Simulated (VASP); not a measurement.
**W: single point with PBE**

The system is W.

```
CELL_PARAMETERS angstrom
-1.60843 1.60843 1.60843
1.60843 -1.60843 1.60843
1.60843 1.60843 -1.60843
ATOMIC_POSITIONS crystal
W 0.00000 0.00000 0.00000
```

The cell isn't the ideal one: a relaxed cell with its volume scaled by 1.03.

| Item | Value |
| --- | --- |
| Program | VASP 6.6.1 |
| Task | single point |
| Functional | PBE |
| Potentials or basis | VASP PAW PBE potentials, release 64 (W_sv) |
| Cutoff | 520 eV |
| k mesh | 18 × 18 × 18 |
| Occupations | gaussian, width 0.1 eV |
| Spin | collinear spin, ferromagnetic start |
| Starting moments | [1] μB |

The pressure is -8.5 GPa and the band gap on the k mesh is none (metal or under the smearing width). The net moment is 0.00 μB per cell and the valence electrons inside the program's atomic spheres are W 11.99.

Levels at points of the mesh, in eV from the Fermi level:
Spin up:
```csv
k point,band 4,band 5,band 6,band 7,band 8,band 9,band 10,band 11
"(0.00, 0.00, 0.00)",-37.87,-9.36,-1.15,-1.15,-1.15,2.15,2.15,14.40
"(0.50, 0.00, 0.00)",-37.88,-5.96,-3.34,0.52,2.02,2.94,5.73,10.31
"(0.50, 0.50, 0.50)",-38.65,-5.45,-5.45,4.82,4.82,4.82,7.87,7.87
```
Spin down:
| k point | band 3 | band 4 | band 5 | band 6 | band 7 | band 8 | band 9 | band 10 | band 11 | band 12 |
| --- | --- | --- | --- | --- | --- | --- | --- | --- | --- | --- |
| (0.00, 0.00, 0.00) | -37.87 | -37.87 | -9.36 | -1.15 | -1.15 | -1.15 | 2.15 | 2.15 | 14.40 | 14.40 |
| (0.50, 0.00, 0.00) | -38.23 | -37.88 | -5.96 | -3.34 | 0.52 | 2.02 | 2.94 | 5.73 | 10.31 | 11.36 |
| (0.50, 0.50, 0.50) | -38.65 | -38.65 | -5.45 | -5.45 | 4.82 | 4.82 | 4.82 | 7.87 | 7.87 | 7.87 |

Run time: 67 s on 1 thread of AMD EPYC 7R13 Processor (Zen 3), on a shared host, peak memory 0.16 GiB.

Spin-orbit coupling is left out, which matters for the levels of W.
